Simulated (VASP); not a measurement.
# Re (Fm-3m) in VASP: density of states with PBE

Aim: the density of states of Re with PBE.

Program: VASP 6.6.1. These are calculated values, not measurements. Logs are shortened: lines on timing, memory, paths and dates and some standing lists are left out, and cuts for length are marked.

## 1. Starting point

It takes space group Fm-3m (No. 225, cubic). Conventional cell: a = 3.915 Å, b = 3.915 Å, c = 3.915 Å, α = 90.00°, β = 90.00°, γ = 90.00°. Re (site symmetry m-3m) has 12 Re at 2.77 Å as nearest neighbours.

The cell was built by a generator and needn't be a form met in nature.

## 2. Density of states, PBE

Contents of POSCAR:

```
Re
1.0
    0.0000000000      1.9576687605      1.9576687605
    1.9576687605      0.0000000000      1.9576687605
    1.9576687605      1.9576687605      0.0000000000
Re
1
Direct
    0.0000000000      0.0000000000      0.0000000000
```

Contents of INCAR.step1:

```
SYSTEM = Re
PREC = Accurate
ENCUT = 520
EDIFF = 1E-7
ISMEAR = 0
SIGMA = 0.05
LREAL = .FALSE.
LASPH = .TRUE.
NELM = 100
ALGO = Normal
ISIF = 2
LWAVE = .FALSE.
LCHARG = .TRUE.
LMAXMIX = 4
GGA = PE
NBANDS = 10
```

Contents of KPOINTS.step1:

```
regular mesh
0
G
  18 18 18
  0 0 0
```

Contents of INCAR.step2:

```
SYSTEM = Re
PREC = Accurate
ENCUT = 520
EDIFF = 1E-7
ISMEAR = -5
SIGMA = 0.05
LREAL = .FALSE.
LASPH = .TRUE.
NELM = 100
ALGO = Normal
ISIF = 2
LWAVE = .FALSE.
LCHARG = .FALSE.
LMAXMIX = 4
GGA = PE
LORBIT = 11
NBANDS = 10
NEDOS = 2001
ICHARG = 11
```

Contents of KPOINTS.step2:

```
regular mesh
0
G
  27 27 27
  0 0 0
```

Potentials or basis: VASP PAW PBE potentials, release 64 (Re).

Started as:

```
> cat potpaw_PBE.64/Re/POTCAR > POTCAR
> cp INCAR.step1 INCAR
> cp KPOINTS.step1 KPOINTS
> mpirun -np 1 vasp_std > vasp.out
> cp INCAR.step2 INCAR
> cp KPOINTS.step2 KPOINTS
> mpirun -np 1 vasp_std > vasp.out
```

OUTCAR:

```text
SYSTEM = Re
   PREC = Accurate
   ENCUT = 520
   EDIFF = 1E-7
   ISMEAR = -5
   LREAL = .FALSE.
   LASPH = .TRUE.
   NELM = 100
   ISIF = 2
   GGA = PE
   LORBIT = 11
   ICHARG = 11

 ion  position               nearest neighbor table
   1  0.000  0.000  0.000-

  LATTYP: Found a face centered cubic cell.
 ALAT       =     3.9153375210

  Lattice vectors:

 A1 = (   0.0000000000,   1.9576687605,   1.9576687605)
 A2 = (   1.9576687605,   0.0000000000,   1.9576687605)
 A3 = (   1.9576687605,   1.9576687605,   0.0000000000)

Analysis of symmetry for initial positions (statically):
=====================================================================
 Subroutine PRICEL returns:
 Original cell was already a primitive cell.

 Routine SETGRP: Setting up the symmetry group for a
 face centered cubic supercell.

 Subroutine GETGRP returns: Found 48 space group operations
 (whereof 48 operations were pure point group operations)
 out of a pool of 48 trial point group operations.

The static configuration has the point symmetry O_h .

Analysis of symmetry for dynamics (positions and initial velocities):
=====================================================================
 Subroutine PRICEL returns:
 Original cell was already a primitive cell.

 Routine SETGRP: Setting up the symmetry group for a
 face centered cubic supercell.

 Subroutine GETGRP returns: Found 48 space group operations
 (whereof 48 operations were pure point group operations)
 out of a pool of 48 trial point group operations.

The dynamic configuration has the point symmetry O_h .

 Subroutine INISYM returns: Found 48 space group operations
 (whereof 48 operations are pure point group operations),
 and found     1 'primitive' translations

----------------------------------------------------------------------------------------

                                     Primitive cell

  volume of cell :      15.0054

  direct lattice vectors                    reciprocal lattice vectors
     0.000000000  1.957668761  1.957668761    -0.255405823  0.255405823  0.255405823
     1.957668761  0.000000000  1.957668761     0.255405823 -0.255405823  0.255405823
     1.957668761  1.957668761  0.000000000     0.255405823  0.255405823 -0.255405823

  length of vectors
     2.768561712  2.768561712  2.768561712     0.442375861  0.442375861  0.442375861

  position of ions in fractional coordinates (direct lattice)
     0.000000000  0.000000000  0.000000000

  ion indices of the primitive-cell ions
   primitive index   ion index
                 1           1

----------------------------------------------------------------------------------------

 KPOINTS: regular mesh

Automatic generation of k-mesh.
 Grid dimensions read from file:
 generate k-points for:   27   27   27

 Generating k-lattice:

  Cartesian coordinates                     Fractional coordinates (reciprocal lattice)
    -0.009459475  0.009459475  0.009459475     0.037037037  0.000000000  0.000000000
     0.009459475 -0.009459475  0.009459475     0.000000000  0.037037037  0.000000000
     0.009459475  0.009459475 -0.009459475     0.000000000  0.000000000  0.037037037

  Length of vectors
     0.016384291  0.016384291  0.016384291

  Shift w.r.t. Gamma in fractional coordinates (k-lattice)
     0.000000000  0.000000000  0.000000000

 TETIRR: Found   2653 inequivalent tetrahedra from   118098

 Subroutine IBZKPT returns following result:
 ===========================================

 Found    560 irreducible k-points:

 Following reciprocal coordinates:
            Coordinates               Weight
  0.000000  0.000000  0.000000      1.000000
  0.037037  0.000000  0.000000      8.000000
  0.074074  0.000000  0.000000      8.000000
  0.111111  0.000000  0.000000      8.000000
  0.148148  0.000000  0.000000      8.000000
  0.185185  0.000000  0.000000      8.000000
[... 16 lines left out ...]
  0.333333  0.037037  0.000000     24.000000
  0.370370  0.037037  0.000000     24.000000
 [... further k-points ...]
   k-points           NKPTS =    560   k-points in BZ     NKDIM =    560   number of bands    NBANDS=     10
   number of dos      NEDOS =   2001   number of ions     NIONS =      1
   total plane-waves  NPLWV =  13824
   dimension x,y,z NGX =    24 NGY =   24 NGZ =   24
   dimension x,y,z NGXF=    48 NGYF=   48 NGZF=   48
   ions per type =               1
   NGX,Y,Z   is equivalent  to a cutoff of  14.41, 14.41, 14.41 a.u.
   NGXF,Y,Z  is equivalent  to a cutoff of  28.82, 28.82, 28.82 a.u.
 SYSTEM =  Re
   PREC   = accura    normal or accurate (medium, high low for compatibility)
   ISTART =      0    job   : 0-new  1-cont  2-samecut
   ICHARG =     11    charge: 1-file 2-atom 10-const
   ISPIN  =      1    spin polarized calculation?
   LNONCOLLINEAR =      F non collinear calculations
   LSORBIT =      F    spin-orbit coupling
   LASPH  =      T    aspherical Exc in radial PAW
   ENCUT  =  520.0 eV  38.22 Ry    6.18 a.u.   5.15  5.15  5.15*2*pi/ulx,y,z
   NELM   =    100;   NELMIN=  2; NELMDL=  0     # of ELM steps
   EDIFF  = 0.1E-06   stopping-criterion for ELM
   LREAL  =      F    real-space projection
   EDIFFG = 0.1E-05   stopping-criterion for IOM
   NSW    =      0    number of steps for IOM
   IBRION =     -1    ionic relax: 0-MD 1-quasi-New 2-CG
   NFREE  =      0    steps in history (QN), initial steepest desc. (CG)
   ISIF   =      2    stress and relaxation
   ISYM   =      2    0-nonsym 1-usesym 2-fastsym
   POTIM  = 0.5000    time-step for ionic-motion
   TEBEG  =    0.0;   TEEND  =   0.0 temperature during run
   PSTRESS=    0.0 pullay stress
   NELECT =       7.0000    total number of electrons
   NUPDOWN=      -1.0000    fix difference up-down
   EMIN   =  10.00;   EMAX   =-10.00  energy-range for DOS
   EFERMI =   0.00;   METHOD = LEGACY
   ISMEAR =    -5;   SIGMA  =   0.05  broadening in eV -4-tet -1-fermi 0-gaus
   EFERMI_NEDOS =   21; number of points for ismear=-14 and -15
   IALGO  =     38    algorithm
   IMIX   =      4    mixing-type and parameters
     AMIX     =   0.40;   BMIX     =  1.00
     AMIX_MAG =   1.60;   BMIX_MAG =  1.00
  volume/ion in A,a.u.               =      15.01       101.26
  Fermi-wavevector in a.u.,A,eV,Ry     =   1.269672  2.399333 21.933512  1.612068
  Thomas-Fermi vector in A             =   2.402701
   LORBIT       =     11    0 simple, 1 ext, 2 COOP (PROOUT), +10 PAW based schemes
   GGA     = PE    functional components
   LHFCALC =     F    Hartree Fock is set to
   AEXX    =    0.0000 exact exchange contribution
   IVDW    =     0    specifies the selected vdW correction
   LEPSILON=     F    determine dielectric tensor
   LRPA    =     F    only Hartree local field effects (RPA)
 non-spin polarized calculation
 Fermi weights with tetrahedron method with Bloechl corrections
  energy-cutoff  :      520.00
  volume of cell :       15.01
 maximum number of plane-waves:       419
 NGX is ok and might be reduce to    24

 number of electron       7.0000001 magnetization

 Free energy of the ion-electron system (eV)
  ---------------------------------------------------
  ext. energy  EPLUGINS =         0.00000000
  ---------------------------------------------------
  free energy    TOTEN  =       -12.36316912 eV

  energy without entropy =      -12.36316912  energy(sigma->0) =      -12.36316912

 E-fermi :   7.9264     XC(G=0): -13.6242

 val. band max:        7.9646979262   @ k =  -0.4815   0.0370   0.0000
 cond. band min:       7.8986948845   @ k =   0.2593   0.1852   0.0741
 fundamental gap:     -0.0660030418
 Fermi energy:         7.9264373058

 k-point     1 :       0.0000    0.0000    0.0000
  band No.  band energies     occupation
      1      -2.0832      2.00000
      2       6.0446      2.00000
      3       6.0446      2.00000
      4       6.0446      2.00000
      5       9.1386      0.00000
      6       9.1386      0.00000
      7      21.8060      0.00000
      8      27.3531      0.00000
      9      27.3531      0.00000
     10      27.3540      0.00000

 k-point     2 :       0.0370    0.0000    0.0000
  band No.  band energies     occupation
      1      -2.0204      2.00000
      2       6.0009      2.00000
      3       6.0746      2.00000
      4       6.0746      2.00000
      5       9.1140      0.00000
      6       9.1140      0.00000
      7      21.9293      0.00000
      8      26.9848      0.00000
      9      27.4675      0.00000
     10      27.4678      0.00000

 k-point     3 :       0.0741    0.0000    0.0000
  band No.  band energies     occupation
      1      -1.8346      2.00000
      2       5.8782      2.00000
      3       6.1597      2.00000
      4       6.1597      2.00000
      5       9.0482      0.00000
      6       9.0482      0.00000
      7      22.2855      0.00000
      8      26.1692      0.00000
      9      27.8058      0.00000
     10      27.8064      0.00000

 k-point     4 :       0.1111    0.0000    0.0000
  band No.  band energies     occupation
      1      -1.5349      2.00000
      2       5.6999      2.00000
      3       6.2841      2.00000
      4       6.2841      2.00000
      5       8.9660      0.00000
      6       8.9660      0.00000
      7      22.8249      0.00000
      8      25.2507      0.00000
      9      28.3540      0.00000
     10      28.3568      0.00000
[... 222 lines left out ...]
 k-point    22 :       0.2963    0.0370    0.0000
  band No.  band energies     occupation
      1       0.6253      2.00000
      2       5.2987      2.00000
      3       6.3647      2.00000
      4       6.4704      2.00000
      5       9.3828      0.00000
      6       9.9295      0.00000
      7      21.1593      0.00000
      8      25.1225      0.00000
      9      31.3781      0.00000
     10      32.5971      0.00000

 k-point    23 :       0.3333    0.0370    0.0000
  band No.  band energies     occupation
      1       0.9317      2.00000
      2       5.6435      2.00000
      3       6.2100      2.00000
      4       6.3400      2.00000
      5       9.8641      0.00000
      6      10.3538      0.00000
      7      20.4294      0.00000
      8      24.2620      0.00000
      9      30.6415      0.00000
     10      31.5918      0.00000

 k-point    24 :       0.3704    0.0370    0.0000
  band No.  band energies     occupation
      1       1.1111      2.00000
      2       6.0491      2.00000
      3       6.1820      2.00000
      4       6.2017      2.00000
      5      10.3818      0.00000
      6      10.7878      0.00000
      7      19.6898      0.00000
      8      23.2665      0.00000
      9      29.6143      0.00000
     10      30.5385      0.00000

 [... further k-points ...]

------------------------ aborting loop because EDIFF is reached ----------------------------------------

  FORCE on cell =-STRESS in cart. coord.  units (eV):
  Direction    XX          YY          ZZ          XY          YZ          ZX
  --------------------------------------------------------------------------------------
  -------------------------------------------------------------------------------------
  Total       -0.0465267     -0.0465267     -0.0465267      0.0000000      0.0000000     -0.0000000
  in kB       -4.9678100     -4.9678100     -4.9678100      0.0000000      0.0000000     -0.0000000
  external PRESSURE =      -4.9678100 kB  Pullay stress =       0.0000000 kB

 VOLUME and BASIS-vectors are now :
 -----------------------------------------------------------------------------
  energy-cutoff  :      520.00
  volume of cell :       15.01
      direct lattice vectors                 reciprocal lattice vectors
     0.000000000  1.957668761  1.957668761    -0.255405823  0.255405823  0.255405823
     1.957668761  0.000000000  1.957668761     0.255405823 -0.255405823  0.255405823
     1.957668761  1.957668761  0.000000000     0.255405823  0.255405823 -0.255405823

 POSITION                                       TOTAL-FORCE (eV/Angst)
 -----------------------------------------------------------------------------------
      0.00000      0.00000      0.00000        -0.000000      0.000000      0.000000
 -----------------------------------------------------------------------------------
    total drift:                               -0.000000      0.000000     -0.000000

  FREE ENERGIE OF THE ION-ELECTRON SYSTEM (eV)
  ---------------------------------------------------
  free  energy   TOTEN  =       -12.3631691246 eV

  energy  without entropy=      -12.3631691246  energy(sigma->0) =      -12.36316912

 total charge

# of ion       s       p       d       tot
------------------------------------------
    1        0.616   0.665   4.797   6.078
```

Run time: 44 s. Hardware: 1 thread of Intel Xeon 6975P-C (Granite Rapids), shared host; peak memory 0.2 GiB.

Results:

| Quantity | Value |
| --- | --- |
| Valence electrons inside the program's atomic spheres | Re 6.08 |

States per cell in windows of 1 eV (zero at the Fermi level; states under -8 eV left out):
| from (eV) | total | Re1_d | Re1_p | Re1_s |
| --- | --- | --- | --- | --- |
| -8.0 | 0.15 | 0.01 | 0.02 | 0.08 |
| -7.0 | 0.56 | 0.24 | 0.04 | 0.18 |
| -6.0 | 0.98 | 0.62 | 0.06 | 0.15 |
| -5.0 | 0.88 | 0.65 | 0.07 | 0.04 |
| -4.0 | 0.97 | 0.72 | 0.10 | 0.01 |
| -3.0 | 1.22 | 0.89 | 0.15 | 0.03 |
| -2.0 | 1.31 | 1.02 | 0.13 | 0.03 |
| -1.0 | 0.80 | 0.63 | 0.08 | 0.01 |
| 0.0 | 0.97 | 0.82 | 0.06 | 0.01 |
| 1.0 | 0.71 | 0.62 | 0.04 | 0.01 |
| 2.0 | 0.75 | 0.67 | 0.03 | 0.00 |
| 3.0 | 1.09 | 1.01 | 0.03 | 0.01 |
| 4.0 | 0.44 | 0.38 | 0.04 | 0.01 |
| 5.0 | 0.31 | 0.21 | 0.05 | 0.02 |
| 6.0 | 0.34 | 0.18 | 0.07 | 0.05 |
| 7.0 | 0.26 | 0.10 | 0.07 | 0.05 |

Caveat: tetrahedron occupations give inexact forces and stress in metals.
